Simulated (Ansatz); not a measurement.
**FeSi2: properties at the relaxed cell**

One table from this session's results is given with a row withheld; the runs are named, their logs left out.

Program: Ansatz 0.2.0. Level of theory: DFT PBEsol, scalar-relativistic, plane waves, PAW. These are calculated values, not measurements.

1 further run of the same task is left out (set aside as unsound or not needed).

## Starting point

Symmetry: P4/mmm, No. 123, tetragonal system. The conventional cell has a = 2.676 Å, b = 2.676 Å, c = 5.106 Å, α = 90.00°, β = 90.00°, γ = 90.00°. Around Fe (site symmetry 4/mmm) lie 8 Si at 2.35 Å and 4 Fe at 2.68 Å. Si (site symmetry 4mm) is surrounded by 6 Si at 2.33 to 2.78 Å and 4 Fe at 2.35 Å.

Coordinates:

```cif
data_structure
_symmetry_space_group_name_H-M 'P4/mmm'
_symmetry_Int_Tables_number 123
_cell_length_a 2.6763
_cell_length_b 2.6763
_cell_length_c 5.1064
_cell_angle_alpha 90.000
_cell_angle_beta 90.000
_cell_angle_gamma 90.000
_cell_volume 36.57
loop_
_atom_site_label
_atom_site_type_symbol
_atom_site_symmetry_multiplicity
_atom_site_Wyckoff_symbol
_atom_site_fract_x
_atom_site_fract_y
_atom_site_fract_z
_atom_site_occupancy
Fe1 Fe 1 a 0.00000 0.00000 0.00000 1
Si1 Si 2 h 0.50000 0.50000 0.27193 1
```

This cell was relaxed beforehand with the same method: volume 12.19 Å³/atom, gap on the mesh none (metal).

The first run:

input.yaml

```yaml
crystal:
  lattice:
    - [2.6492465819, 0.0, 0.0]
    - [0.0, 2.6492465819, 0.0]
    - [0.0, 0.0, 5.0547793697]
  atoms:
    - { symbol: Fe, position: [0.0, 0.0, 0.0] }
    - { symbol: Si, position: [0.5, 0.5, 0.2719321959] }
    - { symbol: Si, position: [0.5, 0.5, 0.7280678041] }
basis:
  ecutwfc: 420
kpoints:
  mp_grid: { grid: [16, 16, 8] }
hamiltonian:
  xc: pbesol
scf:
  occupations: { method: gaussian, width: 0.1 }
output:
  forces: true
  stress: true
  eigenvalues: true
relax:
  adjacent_minimum: "off"
  f_tol: 0.01
  max_steps: 30
  cell: { stress_tol: 0.1, fix: [volume] }
```

Started as:

```console
ansatz run input.yaml --threads 1 --pin off --max-ram 2560MiB --backend cpu --events-out ev --progress --plain --runs-dir out
```

Among the steps run: Point at V/V0 = 0.97; Volume × 1.03; Point at V/V0 = 0.94; Volume × 1.06; Point at V/V0 = 0.91; Volume × 1.10; Point at V/V0 = 0.88.

One of the session's tables, all rows but one given; the rest of the session is left out.

It belongs to the step «Fit of the equation of state». 

| volume (Å³/atom) | energy above the lowest point (meV/atom) | pressure (GPa) |
| --- | --- | --- |
| 10.728 | 134.5 | 33.06 |
| 11.094 | 71.2 | 22.68 |
| 11.460 | 29.8 | 13.85 |
| 11.826 | ? | ? |
| 12.191 | 0.0 | -0.02 |
| 12.557 | 6.4 | -5.42 |
| 12.923 | 24.2 | -9.97 |
| 13.411 | 62.4 | -14.81 |

Q: Estimate the row for volume (Å³/atom) = 11.826 from the others.

Worked estimate for «energy above the lowest point (meV/atom)». A straight line through the neighbours (11.460, 29.8) and (12.191, 0.0) gives 29.8 + (0.0 − 29.8) × (11.826 − 11.460) / (12.191 − 11.460) = 14.9; a parabola fitted to 4 rows on both sides gives 6.9.

**Answer.** energy above the lowest point (meV/atom): 7.0; pressure (GPa): 6.35. In «energy above the lowest point (meV/atom)» the line misses by +7.9 and the parabola by -0.1.

Limits of these values: The final runs have no spin polarisation, so no magnetic state was tried and one may lie lower.
